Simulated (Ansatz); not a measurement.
# SiO2: the cost of one run

Program: Ansatz 0.2.0. Level of theory: DFT PBE, scalar-relativistic, plane waves, PAW. These are calculated values, not measurements.

42 further runs of the same task are left out: 42 set aside as unsound or not needed. Runs told in other sessions of the task aren't counted.

## 1. The structure to begin with

The structure is tetragonal, space group P4_2/mnm (No. 136). Conventional cell: a = 4.236 Å, b = 4.236 Å, c = 2.690 Å, α = 90.00°, β = 90.00°, γ = 90.00°. Si (site symmetry mmm) has 6 O at 1.77 to 1.84 Å in its first shell of neighbours. O (site symmetry m2m) has 3 Si at 1.77 to 1.84 Å in its first shell of neighbours.

Coordinates:

```xyz
6
Lattice="4.2359 0.0000 0.0000 0.0000 4.2359 0.0000 0.0000 0.0000 2.6898" Properties=species:S:1:pos:R:3 pbc="T T T"
Si    2.1179    2.1179    1.3449
Si    0.0000    0.0000    0.0000
O     2.9355    2.9355    0.0000
O     0.8176    3.4183    1.3449
O     1.3004    1.3004    0.0000
O     3.4183    0.8176    1.3449
```

It goes back to an entry of the Materials Project, which need not be the stable form.

It is the result of an earlier relaxation at this level (volume 8.04 Å³/atom; gap on the mesh: 5.05 eV).

## 2. The scan

The energy is mapped over volume and the cell's shape.

- volume per atom: 9 values from 6.757 to 9.331 Å³
- c/a of the conventional cell: 9 values from 0.563 to 0.716

Nothing else is relaxed (fractional coordinates fixed). Energies count from the relaxed crystal. Points are written as (first, second).

## 3. The run at (6.757 Å³, 0.674)

input.yaml reads:

```yaml
crystal:
  lattice:
    - [3.917187907, 0.0, 0.0]
    - [0.0, 3.917187907, 0.0]
    - [0.0, 0.0, 2.6421432433]
  atoms:
    - { symbol: Si, position: [0.5, 0.5, 0.5] }
    - { symbol: Si, position: [0.0, 0.0, 0.0] }
    - { symbol: O, position: [0.6930127928, 0.6930127928, 0.0] }
    - { symbol: O, position: [0.1930127928, 0.8069872072, 0.5] }
    - { symbol: O, position: [0.3069872072, 0.3069872072, 0.0] }
    - { symbol: O, position: [0.8069872072, 0.1930127928, 0.5] }
basis:
  ecutwfc: 520.0
kpoints:
  mp_grid: { grid: [6, 6, 10] }
hamiltonian:
  xc: pbe
  pseudopotentials: { kind: paw, azcp: { folder: soft_1 } }
scf:
  occupations: { method: gaussian, width: 0.05 }
output:
  forces: true
  stress: true
  eigenvalues: true
```

Command:

```console
$ ansatz run input.yaml --threads 2 --pin off --max-ram 4096MiB --backend cpu --events-out ev --progress --plain --runs-dir out
```

What time and memory should one allow on 2 threads of Arm Neoverse N1, shared host?

About 3.9 s, with a peak of 0.33 GiB.
